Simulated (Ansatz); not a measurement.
# Ruthenium, beta-Sn type under PBEsol: from relaxation to bulk modulus, part 2 of 2

Aim: take ruthenium in the beta-Sn type structure, relax it, solve it on a dense k-mesh, then scale the cell to 7 volumes from 88 to 112 % of the relaxed one and try a fit of the equation of state. Spin polarisation is left out. The k-meshes are 14×14×10 for the relaxation; 28×28×19 for the dense run; 19×19×13 for the volumes.

Ansatz 0.2.0; DFT, PBEsol, plane waves (420 eV) with PAW, scalar-relativistic. Earlier steps stand in the parts before.

## (4) Equation of state: 88 %

File input.yaml:

```yaml
crystal:
  lattice:
    - [-2.8806053917, 2.4911046729, 1.2601417841]
    - [2.4911046729, -2.8806053917, 1.2601417841]
    - [2.1603356917, 2.1603356917, -1.9735130638]
  atoms:
    - { symbol: Ru, position: [0.9811509321, 0.0188490679, 0.0] }
    - { symbol: Ru, position: [0.7688490679, 0.2311509321, 0.5] }
hamiltonian:
  xc: pbesol
  pseudopotentials:
    kind: paw
    azcp:
      Ru: "pseudopotentials/Ru.paw.azcp"
basis:
  ecutwfc: 420
  fft_grid_basis: typed
kpoints:
  mp_grid: { grid: [19, 19, 13], shift: [0, 0, 0] }
magnetization:
  spin_polarized: false
scf:
  occupations: { method: fermi_dirac, width: 0.1 }
  lower_state_search: "off"
output:
  stress: true
```

Output (excerpt; [...] marks lines left out):

```text
Warning: <dir> the record states the generating functional pbe (its physics header spells it `PBE`), which answers neither for hamiltonian.xc's functional nor for the pbesol family's — results may be inconsistent (PPs are generated against a specific XC)
Warning: RAYON_NUM_THREADS=2 ignored (pool sized by the plan → 2); use --threads N
[...]
Pseudopotentials: kind: paw
Pseudopotential: Ru, paw, valence charge 16, recommended cutoff 420 eV (normal), <dir>
Functional definition: PBEsol
[...]
Crystal: 2 atoms, lattice volume = 25.118 Å³
Basis set: ecut = 420 eV, 485 PW (Γ)
Bands: 20, of which v1, the nominal top of the filled ones, is band 16 counted from 1 (15 counted from 0)
Symmetry: 4 space group operations
Space group: C2/c (ITA 15), of the structure as read, at distance tolerance 2.9e-5 Å
k-points: 1240 of 4693
[...]
SCF iter   1: F=—  HF=-11631.835650 eV  |F-HF|=—  |Δ(HF+E_count)|=         —  Δρ=1.69e-2  dr2=4.46e-2  ethr=1.77e-3  ⟨swp⟩=5.0  Hψ=102140  notcnv=0
[...]
SCF iter   7: F=-11631.821647 eV  HF=-11631.821647 eV  |F-HF|=5.09e-10  |Δ(HF+E_count)|=   1.20e-8  Δρ=2.29e-6  dr2=6.60e-10  ethr=1.07e-10  ⟨swp⟩=2.1  Hψ=85861  notcnv=0
[...]
SCF converged after 7 iterations
Free energy (F): -11631.821647 eV
[...]
E sigma→0 (E₀):  -11631.800893 eV
Entropy (-TS):   -0.041510 eV (-20.755 meV/atom)
Fermi energy:    25.734401 eV
[...]
--- Stress (GPa, compression-positive) ---
       55.562874      -0.215251       1.327082
       -0.215251      55.562874       1.327082
        1.327082       1.327082      47.380514
  P = ⅓ Tr σ = 52.8354 GPa (528.354 kbar)
```

Wall time 11 s (2 threads of Intel Xeon 6975P-C (Granite Rapids), shared host); peak memory 0.79 GiB.

## (5) Equation of state: 92 %

input.yaml, as its differences from that of step 4:

```diff
@@ -2,5 +2,5 @@
   lattice:
-    - [-2.8806053917, 2.4911046729, 1.2601417841]
-    - [2.4911046729, -2.8806053917, 1.2601417841]
-    - [2.1603356917, 2.1603356917, -1.9735130638]
+    - [-2.9236058416, 2.5282908221, 1.2789526437]
+    - [2.5282908221, -2.9236058416, 1.2789526437]
+    - [2.1925842624, 2.1925842624, -2.0029728259]
   atoms:
```

Output (excerpt; [...] marks lines left out):

```text
Warning: <dir> the record states the generating functional pbe (its physics header spells it `PBE`), which answers neither for hamiltonian.xc's functional nor for the pbesol family's — results may be inconsistent (PPs are generated against a specific XC)
Warning: RAYON_NUM_THREADS=2 ignored (pool sized by the plan → 2); use --threads N
[...]
[... 3 set-up lines as earlier in the session ...]
[...]
Crystal: 2 atoms, lattice volume = 26.260 Å³
Basis set: ecut = 420 eV, 509 PW (Γ)
Bands: 20, of which v1, the nominal top of the filled ones, is band 16 counted from 1 (15 counted from 0)
[... 1 set-up line as earlier in the session ...]
Space group: C2/c (ITA 15), of the structure as read, at distance tolerance 3.0e-5 Å
k-points: 1240 of 4693
[...]
SCF iter   1: F=—  HF=-11632.128163 eV  |F-HF|=—  |Δ(HF+E_count)|=         —  Δρ=1.52e-2  dr2=3.65e-2  ethr=1.77e-3  ⟨swp⟩=5.0  Hψ=100505  notcnv=0
[...]
SCF iter   7: F=-11632.117598 eV  HF=-11632.117598 eV  |F-HF|=2.22e-10  |Δ(HF+E_count)|=   9.32e-9  Δρ=2.62e-6  dr2=5.35e-10  ethr=4.31e-11  ⟨swp⟩=2.0  Hψ=83763  notcnv=0
[...]
SCF converged after 7 iterations
Free energy (F): -11632.117598 eV
[...]
E sigma→0 (E₀):  -11632.095453 eV
Entropy (-TS):   -0.044290 eV (-22.145 meV/atom)
Fermi energy:    24.380896 eV
[...]
--- Stress (GPa, compression-positive) ---
       32.715443      -0.120106       0.814905
       -0.120106      32.715443       0.814905
        0.814905       0.814905      27.745449
  P = ⅓ Tr σ = 31.0588 GPa (310.588 kbar)
```

Wall time 11 s (2 threads of Intel Xeon 6975P-C (Granite Rapids), shared host); peak memory 0.82 GiB.

## (6) Equation of state: 96 %

input.yaml, as its differences from that of step 5:

```diff
@@ -2,5 +2,5 @@
   lattice:
-    - [-2.9236058416, 2.5282908221, 1.2789526437]
-    - [2.5282908221, -2.9236058416, 1.2789526437]
-    - [2.1925842624, 2.1925842624, -2.0029728259]
+    - [-2.9653772828, 2.5644141428, 1.2972258646]
+    - [2.5644141428, -2.9653772828, 1.2972258646]
+    - [2.2239111272, 2.2239111272, -2.0315905899]
   atoms:
```

Output (excerpt; [...] marks lines left out):

```text
Warning: <dir> the record states the generating functional pbe (its physics header spells it `PBE`), which answers neither for hamiltonian.xc's functional nor for the pbesol family's — results may be inconsistent (PPs are generated against a specific XC)
Warning: RAYON_NUM_THREADS=2 ignored (pool sized by the plan → 2); use --threads N
[...]
[... 3 set-up lines as earlier in the session ...]
[...]
Crystal: 2 atoms, lattice volume = 27.401 Å³
Basis set: ecut = 420 eV, 541 PW (Γ)
Bands: 20, of which v1, the nominal top of the filled ones, is band 16 counted from 1 (15 counted from 0)
[... 2 set-up lines as earlier in the session ...]
k-points: 1240 of 4693
[...]
SCF iter   1: F=—  HF=-11632.282997 eV  |F-HF|=—  |Δ(HF+E_count)|=         —  Δρ=1.39e-2  dr2=3.08e-2  ethr=1.77e-3  ⟨swp⟩=5.0  Hψ=99128  notcnv=0
[...]
SCF iter   7: F=-11632.274861 eV  HF=-11632.274861 eV  |F-HF|=1.73e-10  |Δ(HF+E_count)|=   9.39e-9  Δρ=2.14e-6  dr2=3.54e-10  ethr=3.91e-11  ⟨swp⟩=2.1  Hψ=80319  notcnv=0
[...]
SCF converged after 7 iterations
Free energy (F): -11632.274861 eV
[...]
E sigma→0 (E₀):  -11632.251241 eV
Entropy (-TS):   -0.047238 eV (-23.619 meV/atom)
Fermi energy:    23.137735 eV
[...]
--- Stress (GPa, compression-positive) ---
       14.536137      -0.049736       0.402801
       -0.049736      14.536137       0.402801
        0.402801       0.402801      12.148102
  P = ⅓ Tr σ = 13.7401 GPa (137.401 kbar)
```

It took 10 s on 2 threads of Intel Xeon 6975P-C (Granite Rapids), shared host; peak memory 0.83 GiB.

## (7) Equation of state: 100 %

input.yaml, as its differences from that of step 6:

```diff
@@ -2,5 +2,5 @@
   lattice:
-    - [-2.9653772828, 2.5644141428, 1.2972258646]
-    - [2.5644141428, -2.9653772828, 1.2972258646]
-    - [2.2239111272, 2.2239111272, -2.0315905899]
+    - [-3.0060039379, 2.5995474695, 1.3149982904]
+    - [2.5995474695, -3.0060039379, 1.3149982904]
+    - [2.2543794493, 2.2543794493, -2.0594240566]
   atoms:
```

Output (excerpt; [...] marks lines left out):

```text
Warning: <dir> the record states the generating functional pbe (its physics header spells it `PBE`), which answers neither for hamiltonian.xc's functional nor for the pbesol family's — results may be inconsistent (PPs are generated against a specific XC)
Warning: RAYON_NUM_THREADS=2 ignored (pool sized by the plan → 2); use --threads N
[...]
[... 3 set-up lines as earlier in the session ...]
[...]
Crystal: 2 atoms, lattice volume = 28.543 Å³
Basis set: ecut = 420 eV, 561 PW (Γ)
Bands: 20, of which v1, the nominal top of the filled ones, is band 16 counted from 1 (15 counted from 0)
[... 2 set-up lines as earlier in the session ...]
k-points: 1240 of 4693
[...]
SCF iter   1: F=—  HF=-11632.328273 eV  |F-HF|=—  |Δ(HF+E_count)|=         —  Δρ=1.29e-2  dr2=2.70e-2  ethr=1.77e-3  ⟨swp⟩=5.0  Hψ=98182  notcnv=0
[...]
SCF iter   7: F=-11632.321833 eV  HF=-11632.321833 eV  |F-HF|=1.58e-9  |Δ(HF+E_count)|=   8.26e-8  Δρ=2.50e-6  dr2=2.01e-9  ethr=3.13e-10  ⟨swp⟩=4.7  Hψ=83474  notcnv=0
[...]
SCF converged after 7 iterations
Free energy (F): -11632.321833 eV
[...]
E sigma→0 (E₀):  -11632.296653 eV
Entropy (-TS):   -0.050360 eV (-25.180 meV/atom)
Fermi energy:    21.992177 eV
[...]
--- Stress (GPa, compression-positive) ---
        0.077242       0.003257       0.071685
        0.003257       0.077242       0.071685
        0.071685       0.071685      -0.238886
  P = ⅓ Tr σ = -0.0281 GPa (-0.281 kbar)
```

It took 9.3 s on 2 threads of Intel Xeon 6975P-C (Granite Rapids), shared host; peak memory 0.84 GiB.

## (8) Equation of state: 104 %

input.yaml, as its differences from that of step 7:

```diff
@@ -2,5 +2,5 @@
   lattice:
-    - [-3.0060039379, 2.5995474695, 1.3149982904]
-    - [2.5995474695, -3.0060039379, 1.3149982904]
-    - [2.2543794493, 2.2543794493, -2.0594240566]
+    - [-3.0455611576, 2.6337559644, 1.3323028839]
+    - [2.6337559644, -3.0455611576, 1.3323028839]
+    - [2.2840457388, 2.2840457388, -2.0865248494]
   atoms:
```

Output (excerpt; [...] marks lines left out):

```text
Warning: <dir> the record states the generating functional pbe (its physics header spells it `PBE`), which answers neither for hamiltonian.xc's functional nor for the pbesol family's — results may be inconsistent (PPs are generated against a specific XC)
Warning: RAYON_NUM_THREADS=2 ignored (pool sized by the plan → 2); use --threads N
[...]
[... 3 set-up lines as earlier in the session ...]
[...]
Crystal: 2 atoms, lattice volume = 29.685 Å³
Basis set: ecut = 420 eV, 605 PW (Γ)
Bands: 20, of which v1, the nominal top of the filled ones, is band 16 counted from 1 (15 counted from 0)
[... 2 set-up lines as earlier in the session ...]
k-points: 1240 of 4693
[...]
SCF iter   1: F=—  HF=-11632.286545 eV  |F-HF|=—  |Δ(HF+E_count)|=         —  Δρ=1.22e-2  dr2=2.47e-2  ethr=1.77e-3  ⟨swp⟩=4.9  Hψ=97572  notcnv=0
[...]
SCF iter   7: F=-11632.281187 eV  HF=-11632.281187 eV  |F-HF|=4.42e-9  |Δ(HF+E_count)|=   1.02e-7  Δρ=3.62e-6  dr2=5.51e-9  ethr=3.13e-10  ⟨swp⟩=4.8  Hψ=83993  notcnv=0
[...]
SCF converged after 7 iterations
Free energy (F): -11632.281187 eV
[...]
E sigma→0 (E₀):  -11632.254355 eV
Entropy (-TS):   -0.053664 eV (-26.832 meV/atom)
Fermi energy:    20.933377 eV
[...]
--- Stress (GPa, compression-positive) ---
      -11.402244       0.044215      -0.193505
        0.044215     -11.402244      -0.193505
       -0.193505      -0.193505     -10.059569
  P = ⅓ Tr σ = -10.9547 GPa (-109.547 kbar)
```

It took 11 s on 2 threads of Intel Xeon 6975P-C (Granite Rapids), shared host; peak memory 0.86 GiB.

## (9) Equation of state: 108 %

input.yaml, as its differences from that of step 8:

```diff
@@ -2,5 +2,5 @@
   lattice:
-    - [-3.0455611576, 2.6337559644, 1.3323028839]
-    - [2.6337559644, -3.0455611576, 1.3323028839]
-    - [2.2840457388, 2.2840457388, -2.0865248494]
+    - [-3.0841166576, 2.667098187, 1.3491692679]
+    - [2.667098187, -3.0841166576, 1.3491692679]
+    - [2.3129607798, 2.3129607798, -2.1129393605]
   atoms:
@@ -26 +26,5 @@
   stress: true
+  write_density: true
+  write_potential: true
+  elf: true
+  volumetric_format: npy
```

Output (excerpt; [...] marks lines left out):

```text
Warning: <dir> the record states the generating functional pbe (its physics header spells it `PBE`), which answers neither for hamiltonian.xc's functional nor for the pbesol family's — results may be inconsistent (PPs are generated against a specific XC)
Warning: RAYON_NUM_THREADS=2 ignored (pool sized by the plan → 2); use --threads N
[...]
[... 3 set-up lines as earlier in the session ...]
[...]
Crystal: 2 atoms, lattice volume = 30.827 Å³
Basis set: ecut = 420 eV, 621 PW (Γ)
Bands: 20, of which v1, the nominal top of the filled ones, is band 16 counted from 1 (15 counted from 0)
[... 2 set-up lines as earlier in the session ...]
k-points: 1240 of 4693
[...]
SCF iter   1: F=—  HF=-11632.175854 eV  |F-HF|=—  |Δ(HF+E_count)|=         —  Δρ=1.17e-2  dr2=2.35e-2  ethr=1.77e-3  ⟨swp⟩=4.9  Hψ=96914  notcnv=0
[...]
SCF iter   7: F=-11632.171108 eV  HF=-11632.171108 eV  |F-HF|=1.09e-9  |Δ(HF+E_count)|=   2.64e-8  Δρ=2.40e-6  dr2=1.53e-9  ethr=3.13e-10  ⟨swp⟩=8.8  Hψ=164675  notcnv=0
[...]
SCF converged after 7 iterations
Free energy (F): -11632.171108 eV
[...]
E sigma→0 (E₀):  -11632.142530 eV
Entropy (-TS):   -0.057157 eV (-28.579 meV/atom)
Fermi energy:    19.952012 eV
[...]
--- Stress (GPa, compression-positive) ---
      -20.486213       0.076913      -0.404943
        0.076913     -20.486213      -0.404943
       -0.404943      -0.404943     -17.820888
  P = ⅓ Tr σ = -19.5978 GPa (-195.978 kbar)
--- Band table (eV; the first three rows and the last of 1240) ---
  k-point 0: bands = ["-52.9267", "-52.7052", "-23.3094", "-22.7913", "-22.6727", "-22.4128", "-22.4073", "-22.3958", "12.7127", "14.2447", "15.1457", "16.9854", "17.3293", "18.5707", "18.9571", "19.9157", "20.0908", "21.1316", "21.9879", "23.3827"]
[...]
```

Wall time 14 s (2 threads of Intel Xeon 6975P-C (Granite Rapids), shared host); peak memory 0.87 GiB.

The maps below are laid out on this run's own conventional cell (a, b, c = 2.762, 8.133, 2.744 Å).

Density in a lattice plane of the grid's cell (edges 8.13 and 2.74 Å, at 0.000 of the third edge), which holds Ru.

Ten even steps from '0' (0.11 e/Å³) to '9' (9.93 e/Å³):
```
630000000000000000000036
100003663000000000000000
000016996100000000000000
100003663000000000000000
630000000000000000000036
961000000000000000000159
```
Columns run along the first of these edges and rows up along the second, over one cell in 24 and 6 even steps from the bottom left corner. Atoms in the plane (fractional): Ru at (0.98, 0.00), Ru at (0.27, 0.50).

ELF in the same plane.

Values, 6 rows by 12 columns:
```
0.65 0.35 0.29 0.34 0.23 0.30 0.28 0.23 0.20 0.23 0.23 0.56
0.35 0.30 0.34 0.65 0.57 0.24 0.23 0.20 0.23 0.28 0.30 0.24
0.33 0.39 0.46 0.30 0.69 0.19 0.21 0.19 0.25 0.32 0.29 0.30
0.35 0.30 0.34 0.65 0.57 0.24 0.23 0.20 0.23 0.28 0.30 0.24
0.65 0.35 0.29 0.34 0.23 0.30 0.28 0.23 0.20 0.23 0.23 0.56
0.27 0.46 0.39 0.33 0.30 0.29 0.32 0.25 0.19 0.21 0.18 0.66
```
Columns run along the first of these edges and rows up along the second, over one cell in 12 and 6 even steps from the bottom left corner. Atoms in the plane (fractional): Ru at (0.98, 0.00), Ru at (0.27, 0.50).

Both are smooth fields of the valence electrons: close to the nuclei they are not physical.

## (10) Equation of state: 112 %

input.yaml, as its differences from that of step 9:

```diff
@@ -2,5 +2,5 @@
   lattice:
-    - [-3.0841166576, 2.667098187, 1.3491692679]
-    - [2.667098187, -3.0841166576, 1.3491692679]
-    - [2.3129607798, 2.3129607798, -2.1129393605]
+    - [-3.1217315435, 2.6996269806, 1.3656241733]
+    - [2.6996269806, -3.1217315435, 1.3656241733]
+    - [2.3411703988, 2.3411703988, -2.1387094535]
   atoms:
```

Output (excerpt; [...] marks lines left out):

```text
Warning: <dir> the record states the generating functional pbe (its physics header spells it `PBE`), which answers neither for hamiltonian.xc's functional nor for the pbesol family's — results may be inconsistent (PPs are generated against a specific XC)
Warning: RAYON_NUM_THREADS=2 ignored (pool sized by the plan → 2); use --threads N
[...]
[... 3 set-up lines as earlier in the session ...]
[...]
Crystal: 2 atoms, lattice volume = 31.968 Å³
Basis set: ecut = 420 eV, 637 PW (Γ)
Bands: 20, of which v1, the nominal top of the filled ones, is band 16 counted from 1 (15 counted from 0)
[... 1 set-up line as earlier in the session ...]
Space group: C2/c (ITA 15), of the structure as read, at distance tolerance 3.2e-5 Å
k-points: 1240 of 4693
[...]
SCF iter   1: F=—  HF=-11632.010745 eV  |F-HF|=—  |Δ(HF+E_count)|=         —  Δρ=1.13e-2  dr2=2.32e-2  ethr=1.77e-3  ⟨swp⟩=4.9  Hψ=96367  notcnv=0
[...]
SCF iter   6: F=-11632.006233 eV  HF=-11632.006233 eV  |F-HF|=3.73e-9  |Δ(HF+E_count)|=   3.02e-9  Δρ=9.38e-6  dr2=1.69e-8  ethr=3.13e-10  ⟨swp⟩=8.1  Hψ=155625  notcnv=0
[...]
SCF converged after 6 iterations
Free energy (F): -11632.006233 eV
[...]
E sigma→0 (E₀):  -11631.975810 eV
Entropy (-TS):   -0.060846 eV (-30.423 meV/atom)
Fermi energy:    19.040044 eV
[...]
--- Stress (GPa, compression-positive) ---
      -27.637090       0.103774      -0.572467
        0.103774     -27.637090      -0.572467
       -0.572467      -0.572467     -23.922923
  P = ⅓ Tr σ = -26.3990 GPa (-263.990 kbar)
--- Band table (eV; the first three rows and the last of 1240) ---
  k-point 0: bands = ["-53.7752", "-53.5846", "-24.1117", "-23.6518", "-23.5419", "-23.3098", "-23.3094", "-23.3000", "12.0043", "13.6187", "14.4803", "16.2292", "16.5502", "17.7245", "18.0898", "18.9988", "19.1748", "20.1478", "20.9571", "22.3825"]
[...]
```

It took 13 s on 2 threads of Intel Xeon 6975P-C (Granite Rapids), shared host; peak memory 0.88 GiB.

## (11) The equation of state

The cell was scaled evenly, with its shape and the fractional positions fixed.

```tsv
V (Å³/atom)	E − E₀ (meV/atom)	P from the stress (GPa)	P from the fit (GPa)
12.559	247.8	52.84	52.75
13.130	100.6	31.06	30.84
13.701	22.7	13.74	13.50
14.272	0.0	-0.03	-0.25
14.842	21.1	-10.95	-11.17
15.413	77.0	-19.60	-19.85
15.984	160.4	-26.40	-26.74
```

A third-order Birch-Murnaghan fit gives V₀ = 14.260 Å³/atom, B₀ = 307 GPa and B₀′ = 4.7; it misses no point by more than 0.07 meV/atom.

Fit and stress differ a little: one follows E(σ → 0), the other the smeared free energy.

## (12) Outcome

This closing draws on all 2 parts.

```
                      quantity                                  value
space group (spins left aside)                          Cmcm (No. 63)
             conventional cell  a = 2.692 Å, b = 7.927 Å, c = 2.675 Å
                        volume                         14.272 Å³/atom
             shortest distance                                2.536 Å
               gap on the mesh           none (levels filled in part)
               relative to hcp                          +358 meV/atom
                   V₀, B₀, B₀′           14.260 Å³/atom, 307 GPa, 4.7
```

In words: From the guessed start the volume grew by 0.3 % in 20 steps. What began as beta-Sn type has relaxed into Cmcm. What follows belongs to that structure, not to the type named at the start. The mesh has less symmetry than the lattice, which may have let the distortion in. Against the reference form of ruthenium (hcp, computed apart with the same settings) it stands 358 meV/atom higher, so it is far from stable. Levels at the Fermi energy are filled in part, as in a metal. B₀ comes out at 307 GPa, among the stiffest elements; letting shape and positions relax at each volume could only lower it.
